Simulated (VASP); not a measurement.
## Si: relaxation of shape and atoms at fixed volume with PBE

Crystal: Si.

```
Si
1.0
     2.66728    0.00000    0.00000
    -1.33364    2.30993    0.00000
     0.00000    0.00000    4.43834
Si
2
Direct
  0.33333 0.66667 0.25000
  0.66667 0.33333 0.75000
```

This isn't the form of Si at room conditions, which is diamond.

The cell isn't the ideal one: a relaxed cell with its volume scaled by 0.96.

| Property | Result |
| --- | --- |
| Program | VASP 6.6.1 |
| Task | relaxation of shape and atoms at fixed volume |
| Functional | PBE |
| Potentials or basis | VASP PAW PBE potentials, release 64 (Si) |
| Cutoff | 300 eV |
| k mesh | 9 × 9 × 4 |
| Occupations | methfessel-paxton, width 0.1 eV |
| Spin | no spin polarisation |
| Further INCAR settings | ALGO = Normal; EDIFF = 1e-07; IBRION = 2; EDIFFG = -0.01; NSW = 40; ISIF = 4 |

```
Energy gained by relaxing : 0.0 meV/atom
Ionic steps               : 3
Pressure after relaxing   : 4.4 GPa
Band gap on the k mesh    : none (metal or under the smearing width)
```

Final structure:
```yaml
crystal:
  lattice:
    - [2.66777, 0.00000, 0.00000]
    - [-1.33388, 2.31035, 0.00000]
    - [0.00000, 0.00000, 4.43671]
  atoms:
    - { symbol: Si, position: [0.33333, 0.66667, 0.25000] }
    - { symbol: Si, position: [0.66667, 0.33333, 0.75000] }
```

Levels at points of the mesh, in eV from the Fermi level:
```tsv
k point	band 1	band 2	band 3	band 4	band 5	band 6	band 7	band 8
(0.00, 0.00, 0.00)	-15.13	-8.17	-7.54	8.75	8.75	10.07	10.07	11.32
(0.00, 0.00, 0.50)	-13.29	-13.29	0.85	0.85	10.19	10.19	10.19	10.19
```

Wall time 5.5 s on 1 thread of Intel(R) Xeon(R) Platinum 8259CL CPU @ 2.50GHz (Skylake/Cascade Lake), on a shared host, peak memory 0.11 GiB.

Caveat: the cutoff is under 1.25 times the usual one of these potentials, so pressure, stress and relaxed cells hold a basis-set (Pulay) error.
